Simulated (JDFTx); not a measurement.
A run of JDFTx 1.7.0 (patched build):

bands.in

```
lattice \
    3.0760000000    -1.5380000000     0.0000000000 \
    0.0000000000     2.6638941420     0.0000000000 \
    0.0000000000     0.0000000000     5.0480000000
latt-scale 1.889726124626 1.889726124626 1.889726124626
coords-type Lattice
ion Si     0.6666666667     0.3333333333     0.5000000000 1
ion Si     0.3333333333     0.6666666667     0.0000000000 1
ion C      0.6666666667     0.3333333333     0.8850000000 1
ion C      0.3333333333     0.6666666667     0.3850000000 1

ion-species pseudo/Si.upf
ion-species pseudo/C.upf
elec-cutoff 41 328
elec-ex-corr gga-x-rpbe gga-c-pbe
elec-smearing Fermi 0.0018374661
elec-n-bands 14
electronic-minimize nIterations 30 energyDiffThreshold 1e-06
davidson-band-ratio 1.3
forces-output-coords Cartesian
include path.kpoints
symmetries none
fix-electron-density run.$VAR

dump-name bands.$VAR
dump End Ecomponents EigStats BandEigs Kpoints Forces
```

The input path.kpoints:

```
kpoint +0.0000000000 +0.0000000000 +0.0000000000 0.020000000000
kpoint +0.0833333333 +0.0000000000 +0.0000000000 0.020000000000
kpoint +0.1666666667 +0.0000000000 +0.0000000000 0.020000000000
kpoint +0.2500000000 +0.0000000000 +0.0000000000 0.020000000000
kpoint +0.3333333333 +0.0000000000 +0.0000000000 0.020000000000
kpoint +0.4166666667 +0.0000000000 +0.0000000000 0.020000000000
kpoint +0.5000000000 +0.0000000000 +0.0000000000 0.020000000000
kpoint +0.4444444444 +0.1111111111 +0.0000000000 0.020000000000
kpoint +0.3888888889 +0.2222222222 +0.0000000000 0.020000000000
kpoint +0.3333333333 +0.3333333333 +0.0000000000 0.020000000000
kpoint +0.2916666667 +0.2916666667 +0.0000000000 0.020000000000
kpoint +0.2500000000 +0.2500000000 +0.0000000000 0.020000000000
kpoint +0.2083333333 +0.2083333333 +0.0000000000 0.020000000000
kpoint +0.1666666667 +0.1666666667 +0.0000000000 0.020000000000
kpoint +0.1250000000 +0.1250000000 +0.0000000000 0.020000000000
kpoint +0.0833333333 +0.0833333333 +0.0000000000 0.020000000000
kpoint +0.0416666667 +0.0416666667 +0.0000000000 0.020000000000
kpoint +0.0000000000 +0.0000000000 +0.0000000000 0.020000000000
kpoint +0.0000000000 +0.0000000000 +0.1666666667 0.020000000000
kpoint +0.0000000000 +0.0000000000 +0.3333333333 0.020000000000
kpoint +0.0000000000 +0.0000000000 +0.5000000000 0.020000000000
kpoint +0.0714285714 +0.0000000000 +0.5000000000 0.020000000000
kpoint +0.1428571429 +0.0000000000 +0.5000000000 0.020000000000
kpoint +0.2142857143 +0.0000000000 +0.5000000000 0.020000000000
kpoint +0.2857142857 +0.0000000000 +0.5000000000 0.020000000000
kpoint +0.3571428571 +0.0000000000 +0.5000000000 0.020000000000
kpoint +0.4285714286 +0.0000000000 +0.5000000000 0.020000000000
kpoint +0.5000000000 +0.0000000000 +0.5000000000 0.020000000000
kpoint +0.4583333333 +0.0833333333 +0.5000000000 0.020000000000
kpoint +0.4166666667 +0.1666666667 +0.5000000000 0.020000000000
kpoint +0.3750000000 +0.2500000000 +0.5000000000 0.020000000000
kpoint +0.3333333333 +0.3333333333 +0.5000000000 0.020000000000
kpoint +0.2962962963 +0.2962962963 +0.5000000000 0.020000000000
kpoint +0.2592592593 +0.2592592593 +0.5000000000 0.020000000000
kpoint +0.2222222222 +0.2222222222 +0.5000000000 0.020000000000
kpoint +0.1851851852 +0.1851851852 +0.5000000000 0.020000000000
kpoint +0.1481481481 +0.1481481481 +0.5000000000 0.020000000000
kpoint +0.1111111111 +0.1111111111 +0.5000000000 0.020000000000
kpoint +0.0740740741 +0.0740740741 +0.5000000000 0.020000000000
kpoint +0.0370370370 +0.0370370370 +0.5000000000 0.020000000000
kpoint +0.0000000000 +0.0000000000 +0.5000000000 0.020000000000
kpoint +0.5000000000 +0.0000000000 +0.5000000000 0.020000000000
kpoint +0.5000000000 +0.0000000000 +0.3750000000 0.020000000000
kpoint +0.5000000000 +0.0000000000 +0.2500000000 0.020000000000
kpoint +0.5000000000 +0.0000000000 +0.1250000000 0.020000000000
kpoint +0.5000000000 +0.0000000000 +0.0000000000 0.020000000000
kpoint +0.3333333333 +0.3333333333 +0.0000000000 0.020000000000
kpoint +0.3333333333 +0.3333333333 +0.1666666667 0.020000000000
kpoint +0.3333333333 +0.3333333333 +0.3333333333 0.020000000000
kpoint +0.3333333333 +0.3333333333 +0.5000000000 0.020000000000
```

Potentials or basis: PseudoDojo-SR-PBE-0.5-standard with smoothed tails.

Launch:

```console
$ jdftx -c 1 -i bands.in -o bands.out
```

Hardware: 1 thread of Arm Neoverse V2, on a shared host.

How long does it take, and how much memory?

Wall time 31 s on 1 thread of Arm Neoverse V2, with other jobs on the host, peak memory 0.11 GiB. Counts: scf iterations 0, bands 14, plane waves 3503.
